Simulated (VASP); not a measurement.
# TiAl (Pm-3m) in VASP: single point with r2SCAN

Aim: the single point of TiAl with r2SCAN.

All numbers are computed with VASP 6.6.1; they aren't measurements. Logs are shortened: lines on timing, memory, paths and dates and some standing lists are left out, and cuts for length are marked.

## (1) The structure

Symmetry: Pm-3m, No. 221, cubic system. Conventional cell: a = 3.179 Å, b = 3.179 Å, c = 3.179 Å, α = 90.00°, β = 90.00°, γ = 90.00°. Ti (site symmetry m-3m) has 8 Al at 2.75 Å as nearest neighbours. Around Al (site symmetry m-3m) lie 8 Ti at 2.75 Å.

The cell comes from a database or a generator and needn't be the stable form of this composition.

## (2) Single point, r2SCAN

The input, POSCAR:

```
TiAl
1.0
    3.1790640000      0.0000000000      0.0000000000
    0.0000000000      3.1790640000      0.0000000000
    0.0000000000      0.0000000000      3.1790640000
Ti Al
1 1
Direct
    0.0000000000      0.0000000000      0.0000000000
    0.5000000000      0.5000000000      0.5000000000
```

The input, INCAR.step1:

```
SYSTEM = TiAl
PREC = Accurate ; ENCUT = 520
ISMEAR = 0 ; SIGMA = 0.15
LREAL = .FALSE. ; LASPH = .TRUE.
NELM = 100 ; NBANDS = 14
GGA = PE ; ALGO = Normal
EDIFF = 1E-4 ; LWAVE = .TRUE.
LCHARG = .FALSE.
```

The input, INCAR.step2:

```
SYSTEM = TiAl
PREC = Accurate ; ENCUT = 520
EDIFF = 1E-7 ; ISMEAR = 0
SIGMA = 0.15 ; LREAL = .FALSE.
LASPH = .TRUE. ; NELM = 100
ALGO = Normal ; ISIF = 2
LWAVE = .FALSE. ; LCHARG = .FALSE.
METAGGA = R2SCAN ; LMIXTAU = .TRUE.
NBANDS = 14 ; ISTART = 1
```

The input, KPOINTS:

```
regular mesh
0
G
  16 16 16
  0 0 0
```

Potentials or basis: VASP PAW PBE potentials, release 64 (Ti_sv, Al).

Started as:

```sh
$ cat potpaw_PBE.64/Ti_sv/POTCAR potpaw_PBE.64/Al/POTCAR > POTCAR
$ cp INCAR.step1 INCAR
$ mpirun -np 1 vasp_std > vasp.out
$ cp INCAR.step2 INCAR
$ mpirun -np 1 vasp_std > vasp.out
```

OUTCAR:

```text
SYSTEM = TiAl
   PREC = Accurate
   ENCUT = 520
   EDIFF = 1E-7
   ISMEAR = 0
   LREAL = .FALSE.
   LASPH = .TRUE.
   NELM = 100
   ISIF = 2
   METAGGA = R2SCAN
   ISTART = 1

 ion  position               nearest neighbor table
   1  0.000  0.000  0.000-   2 2.75   2 2.75   2 2.75   2 2.75   2 2.75   2 2.75   2 2.75   2 2.75

   2  0.500  0.500  0.500-   1 2.75   1 2.75   1 2.75   1 2.75   1 2.75   1 2.75   1 2.75   1 2.75

  LATTYP: Found a simple cubic cell.
 ALAT       =     3.1790640000

  Lattice vectors:

 A1 = (   3.1790640000,   0.0000000000,   0.0000000000)
 A2 = (   0.0000000000,   3.1790640000,   0.0000000000)
 A3 = (   0.0000000000,   0.0000000000,   3.1790640000)

Analysis of symmetry for initial positions (statically):
=====================================================================
 Subroutine PRICEL returns:
 Original cell was already a primitive cell.

 Routine SETGRP: Setting up the symmetry group for a
 simple cubic supercell.

 Subroutine GETGRP returns: Found 48 space group operations
 (whereof 48 operations were pure point group operations)
 out of a pool of 48 trial point group operations.

The static configuration has the point symmetry O_h .

Analysis of symmetry for dynamics (positions and initial velocities):
=====================================================================
 Subroutine PRICEL returns:
 Original cell was already a primitive cell.

 Routine SETGRP: Setting up the symmetry group for a
 simple cubic supercell.

 Subroutine GETGRP returns: Found 48 space group operations
 (whereof 48 operations were pure point group operations)
 out of a pool of 48 trial point group operations.

The dynamic configuration has the point symmetry O_h .

 Subroutine INISYM returns: Found 48 space group operations
 (whereof 48 operations are pure point group operations),
 and found     1 'primitive' translations

----------------------------------------------------------------------------------------

                                     Primitive cell

  volume of cell :      32.1290

  direct lattice vectors                    reciprocal lattice vectors
     3.179064000  0.000000000  0.000000000     0.314557996  0.000000000  0.000000000
     0.000000000  3.179064000  0.000000000     0.000000000  0.314557996  0.000000000
     0.000000000  0.000000000  3.179064000     0.000000000  0.000000000  0.314557996

  length of vectors
     3.179064000  3.179064000  3.179064000     0.314557996  0.314557996  0.314557996

  position of ions in fractional coordinates (direct lattice)
     0.000000000  0.000000000  0.000000000
     0.500000000  0.500000000  0.500000000

  ion indices of the primitive-cell ions
   primitive index   ion index
                 1           1
                 2           2

----------------------------------------------------------------------------------------

 KPOINTS: regular mesh

Automatic generation of k-mesh.
 Grid dimensions read from file:
 generate k-points for:   16   16   16

 Generating k-lattice:

  Cartesian coordinates                     Fractional coordinates (reciprocal lattice)
     0.019659875  0.000000000  0.000000000     0.062500000  0.000000000  0.000000000
     0.000000000  0.019659875  0.000000000     0.000000000  0.062500000  0.000000000
     0.000000000  0.000000000  0.019659875     0.000000000  0.000000000  0.062500000

  Length of vectors
     0.019659875  0.019659875  0.019659875

  Shift w.r.t. Gamma in fractional coordinates (k-lattice)
     0.000000000  0.000000000  0.000000000

 Subroutine IBZKPT returns following result:
 ===========================================

 Found    165 irreducible k-points:

 Following reciprocal coordinates:
            Coordinates               Weight
  0.000000  0.000000  0.000000      1.000000
  0.062500  0.000000  0.000000      6.000000
  0.125000  0.000000  0.000000      6.000000
  0.187500  0.000000  0.000000      6.000000
  0.250000  0.000000  0.000000      6.000000
  0.312500  0.000000  0.000000      6.000000
[... 16 lines left out ...]
  0.437500  0.125000  0.000000     24.000000
  0.500000  0.125000  0.000000     12.000000
 [... further k-points ...]
   k-points           NKPTS =    165   k-points in BZ     NKDIM =    165   number of bands    NBANDS=     14
   number of dos      NEDOS =    301   number of ions     NIONS =      2
   total plane-waves  NPLWV =  13824
   dimension x,y,z NGX =    24 NGY =   24 NGZ =   24
   dimension x,y,z NGXF=    48 NGYF=   48 NGZF=   48
   ions per type =               1   1
   NGX,Y,Z   is equivalent  to a cutoff of  12.55, 12.55, 12.55 a.u.
   NGXF,Y,Z  is equivalent  to a cutoff of  25.10, 25.10, 25.10 a.u.
 SYSTEM =  TiAl
   PREC   = accura    normal or accurate (medium, high low for compatibility)
   ISTART =      1    job   : 0-new  1-cont  2-samecut
   ICHARG =      0    charge: 1-file 2-atom 10-const
   ISPIN  =      1    spin polarized calculation?
   LNONCOLLINEAR =      F non collinear calculations
   LSORBIT =      F    spin-orbit coupling
   LASPH  =      T    aspherical Exc in radial PAW
   ENCUT  =  520.0 eV  38.22 Ry    6.18 a.u.   5.91  5.91  5.91*2*pi/ulx,y,z
   NELM   =    100;   NELMIN=  2; NELMDL=  0     # of ELM steps
   EDIFF  = 0.1E-06   stopping-criterion for ELM
   LREAL  =      F    real-space projection
   EDIFFG = 0.1E-05   stopping-criterion for IOM
   NSW    =      0    number of steps for IOM
   IBRION =     -1    ionic relax: 0-MD 1-quasi-New 2-CG
   NFREE  =      0    steps in history (QN), initial steepest desc. (CG)
   ISIF   =      2    stress and relaxation
   ISYM   =      2    0-nonsym 1-usesym 2-fastsym
   POTIM  = 0.5000    time-step for ionic-motion
   TEBEG  =    0.0;   TEEND  =   0.0 temperature during run
   PSTRESS=    0.0 pullay stress
   NELECT =      15.0000    total number of electrons
   NUPDOWN=      -1.0000    fix difference up-down
   EMIN   =  10.00;   EMAX   =-10.00  energy-range for DOS
   EFERMI =   0.00;   METHOD = LEGACY
   ISMEAR =     0;   SIGMA  =   0.15  broadening in eV -4-tet -1-fermi 0-gaus
   EFERMI_NEDOS =   21; number of points for ismear=-14 and -15
   IALGO  =     38    algorithm
   IMIX   =      4    mixing-type and parameters
     AMIX     =   0.40;   BMIX     =  1.00
     AMIX_MAG =   1.60;   BMIX_MAG =  1.00
  volume/ion in A,a.u.               =      16.06       108.41
  Fermi-wavevector in a.u.,A,eV,Ry     =   1.270007  2.399964 21.945065  1.612917
  Thomas-Fermi vector in A             =   2.403017
   LORBIT       =      0    0 simple, 1 ext, 2 COOP (PROOUT), +10 PAW based schemes
   METAGGA = R2SCAN    functional components
   LHFCALC =     F    Hartree Fock is set to
   AEXX    =    0.0000 exact exchange contribution
   IVDW    =     0    specifies the selected vdW correction
   LEPSILON=     F    determine dielectric tensor
   LRPA    =     F    only Hartree local field effects (RPA)
 non-spin polarized calculation
 Gauss-broadening in eV      SIGMA  =   0.15
  energy-cutoff  :      520.00
  volume of cell :       32.13
 maximum number of plane-waves:       912
 NGX is ok and might be reduce to    24
   NGX = 11   NGY = 11   NGZ = 11

 number of electron      14.9999993 magnetization

 Free energy of the ion-electron system (eV)
  ---------------------------------------------------
  ext. energy  EPLUGINS =         0.00000000
  ---------------------------------------------------
  free energy    TOTEN  =       -20.32175954 eV

  energy without entropy =      -20.29967267  energy(sigma->0) =      -20.31071610

 E-fermi :   8.8390     XC(G=0): -11.9004

 val. band max:        8.8288885902   @ k =   0.3125   0.2500   0.0000
 cond. band min:       8.8409878130   @ k =   0.3125   0.3125   0.1250
 fundamental gap:      0.0120992228
 Fermi energy:         8.8390354793

 k-point     1 :       0.0000    0.0000    0.0000
  band No.  band energies     occupation
      1     -50.4467      2.00000
      2     -25.6006      2.00000
      3     -25.6006      2.00000
      4     -25.6006      2.00000
      5      -1.0311      2.00000
      6       7.2125      2.00000
      7       7.2125      2.00000
      8      10.8808      0.00000
      9      10.8808      0.00000
     10      10.8808      0.00000
     11      13.4536      0.00000
     12      13.4536      0.00000
     13      13.4536      0.00000
     14      17.8975      0.00000

 k-point     2 :       0.0625    0.0000    0.0000
  band No.  band energies     occupation
      1     -50.4461      2.00000
      2     -25.6077      2.00000
      3     -25.6000      2.00000
      4     -25.6000      2.00000
      5      -0.9655      2.00000
      6       7.1773      2.00000
      7       7.2429      2.00000
      8      10.7581      0.00000
      9      10.7581      0.00000
     10      10.8887      0.00000
     11      13.1634      0.00000
     12      13.6238      0.00000
     13      13.6238      0.00000
     14      17.8118      0.00000

 k-point     3 :       0.1250    0.0000    0.0000
  band No.  band energies     occupation
      1     -50.4443      2.00000
      2     -25.6279      2.00000
      3     -25.5983      2.00000
      4     -25.5983      2.00000
      5      -0.7701      2.00000
      6       7.0425      2.00000
      7       7.3316      2.00000
      8      10.4655      0.00000
      9      10.4655      0.00000
     10      10.9112      0.00000
     11      12.5562      0.00000
     12      14.0602      0.00000
     13      14.0602      0.00000
     14      17.5654      0.00000
[... 324 lines left out ...]
 k-point    23 :       0.4375    0.1250    0.0000
  band No.  band energies     occupation
      1     -50.4289      2.00000
      2     -25.7737      2.00000
      3     -25.6110      2.00000
      4     -25.5829      2.00000
      5       2.0637      2.00000
      6       4.0043      2.00000
      7       8.1610      2.00000
      8       8.8004      1.28444
      9       9.2381      0.00017
     10      10.8296      0.00000
     11      11.8792      0.00000
     12      15.3709      0.00000
     13      16.9780      0.00000
     14      18.0264      0.00000

 k-point    24 :       0.5000    0.1250    0.0000
  band No.  band energies     occupation
      1     -50.4283      2.00000
      2     -25.7805      2.00000
      3     -25.6103      2.00000
      4     -25.5823      2.00000
      5       2.5126      2.00000
      6       3.5041      2.00000
      7       8.2583      2.00000
      8       8.7121      1.76874
      9       9.1952      0.00079
     10      10.8405      0.00000
     11      11.9126      0.00000
     12      15.4274      0.00000
     13      17.1907      0.00000
     14      18.3024      0.00000

 [... further k-points ...]

------------------------ aborting loop because EDIFF is reached ----------------------------------------

  FORCE on cell =-STRESS in cart. coord.  units (eV):
  Direction    XX          YY          ZZ          XY          YZ          ZX
  --------------------------------------------------------------------------------------
  -------------------------------------------------------------------------------------
  Total       -0.1453597     -0.1453597     -0.1453597     -0.0000000     -0.0000000      0.0000000
  in kB       -7.2486446     -7.2486446     -7.2486446     -0.0000000     -0.0000000      0.0000000
  external PRESSURE =      -7.2486446 kB  Pullay stress =       0.0000000 kB

 VOLUME and BASIS-vectors are now :
 -----------------------------------------------------------------------------
  energy-cutoff  :      520.00
  volume of cell :       32.13
      direct lattice vectors                 reciprocal lattice vectors
     3.179064000  0.000000000  0.000000000     0.314557996  0.000000000  0.000000000
     0.000000000  3.179064000  0.000000000     0.000000000  0.314557996  0.000000000
     0.000000000  0.000000000  3.179064000     0.000000000  0.000000000  0.314557996

 POSITION                                       TOTAL-FORCE (eV/Angst)
 -----------------------------------------------------------------------------------
      0.00000      0.00000      0.00000         0.000000      0.000000      0.000000
      1.58953      1.58953      1.58953         0.000000      0.000000      0.000000
 -----------------------------------------------------------------------------------
    total drift:                               -0.000000      0.000000      0.000000

  FREE ENERGIE OF THE ION-ELECTRON SYSTEM (eV)
  ---------------------------------------------------
  free  energy   TOTEN  =       -20.3217595411 eV

  energy  without entropy=      -20.2996726654  energy(sigma->0) =      -20.31071610
```

Run time: 3.2 min. Hardware: 1 thread of AMD EPYC 7R13 (Zen 3), shared host; peak memory 0.17 GiB.

What came out:

| Item | Value |
| --- | --- |
| Free energy | -20.3218 eV |
| Pressure | -0.7 GPa |
| Band gap on the k mesh | none (metal or under the smearing width) |

Levels at points of the mesh, in eV from the Fermi level:
```csv
k point,band 4,band 5,band 6,band 7,band 8,band 9,band 10,band 11
"(0.00, 0.00, 0.00)",-34.44,-9.87,-1.63,-1.63,2.04,2.04,2.04,4.61
"(0.50, 0.00, 0.00)",-34.42,-6.45,-5.61,-0.66,0.28,0.28,2.26,3.10
"(0.50, 0.50, 0.00)",-34.41,-5.24,-2.42,-2.42,-1.63,0.87,0.87,2.82
"(0.50, 0.50, 0.50)",-34.57,-3.27,-3.27,-3.27,0.92,2.86,2.86,2.86
```

Caveat: the PAW data sets were made with another functional, which shifts forces and pressure a little.
